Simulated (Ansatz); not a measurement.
# NiO: strain and displacement

```yaml
crystal:
  lattice:
    - [0.00000, 2.09131, 2.09131]
    - [2.09131, 0.00000, 2.09131]
    - [2.09131, 2.09131, 0.00000]
  atoms:
    - { symbol: Ni, position: [0.00000, 0.00000, 0.00000] }
    - { symbol: O, position: [0.50000, 0.50000, 0.50000] }
```

Atom numbers follow the list: Ni1, O2.

The cell is COD entry 4320487, as deposited and not checked against the literature; nothing was relaxed.

Semilocal functionals without U often leave such compounds metallic or with too small a gap, and the real magnetic order may differ.

Other magnetic orders may lie lower; this is the state that the run reached.

Theory: DFT, PBE, all-electron LAPW, scalar-relativistic (Ansatz 0.2.0).

Settings: a Γ-centred 17×17×17 k mesh, Fermi–Dirac smearing of 0.03 eV, basis error target 1 meV/atom, spin-polarised from start moments Ni1 1.5 μB.

The unchanged cell is at 4.70 GPa, so energy changes include a term −P ΔV where the volume moves.

In a metal, stresses and small energies carry noise from the k mesh.

x, y and z are the Cartesian axes of the cell as listed; fractional coordinates follow a strain, and an engineering shear is twice the off-diagonal strain component.

Problem. One change gave: energy change +5 meV/atom; stress change (xx, yy, zz, yz, xz, xy) -0.02, -0.02, -0.02, -1.75, -1.75, -1.75 GPa, compression positive; moment 1.79 → 1.79 μB. Which change was it?
A. equal xy, yz and zx engineering shear strains of -1 %
B. equal xy, yz and zx engineering shear strains of -2 %
C. z strained by +4 % at fixed volume
D. equal xy, yz and zx engineering shear strains of +1 %
E. equal xy, yz and zx engineering shear strains of +2 %
F. equal xy, yz and zx engineering shear strains of +3 %
G. equal xy, yz and zx engineering shear strains of -3 %
H. x and y strained by +1 %, z held

Solution. F. For x and y strained by +1 %, z held: energy change -3 meV/atom; stress change (xx, yy, zz, yz, xz, xy) -3.77, -3.77, -2.91, 0.00, 0.00, 0.00 GPa, compression positive; moment 1.79 → 1.84 μB. For z strained by +4 % at fixed volume: energy change +6 meV/atom; stress change (xx, yy, zz, yz, xz, xy) 2.58, 2.58, -2.79, 0.00, 0.00, 0.00 GPa, compression positive; moment 1.79 → 1.76 μB. For equal xy, yz and zx engineering shear strains of -3 %: energy change +5 meV/atom; stress change (xx, yy, zz, yz, xz, xy) -0.01, -0.01, -0.01, 1.68, 1.68, 1.68 GPa, compression positive; moment 1.79 → 1.79 μB. For equal xy, yz and zx engineering shear strains of -1 %: energy change under 1 meV/atom; stress change (xx, yy, zz, yz, xz, xy) 0.00, 0.00, 0.00, 0.56, 0.56, 0.56 GPa, compression positive; moment 1.79 → 1.79 μB. For equal xy, yz and zx engineering shear strains of +2 %: energy change +2 meV/atom; stress change (xx, yy, zz, yz, xz, xy) -0.01, -0.01, -0.01, -1.16, -1.16, -1.16 GPa, compression positive; moment 1.79 → 1.79 μB. For equal xy, yz and zx engineering shear strains of -2 %: energy change +2 meV/atom; stress change (xx, yy, zz, yz, xz, xy) -0.01, -0.01, -0.01, 1.12, 1.12, 1.12 GPa, compression positive; moment 1.79 → 1.79 μB. For equal xy, yz and zx engineering shear strains of +1 %: energy change under 1 meV/atom; stress change (xx, yy, zz, yz, xz, xy) 0.00, 0.00, 0.00, -0.57, -0.57, -0.57 GPa, compression positive; moment 1.79 → 1.79 μB.
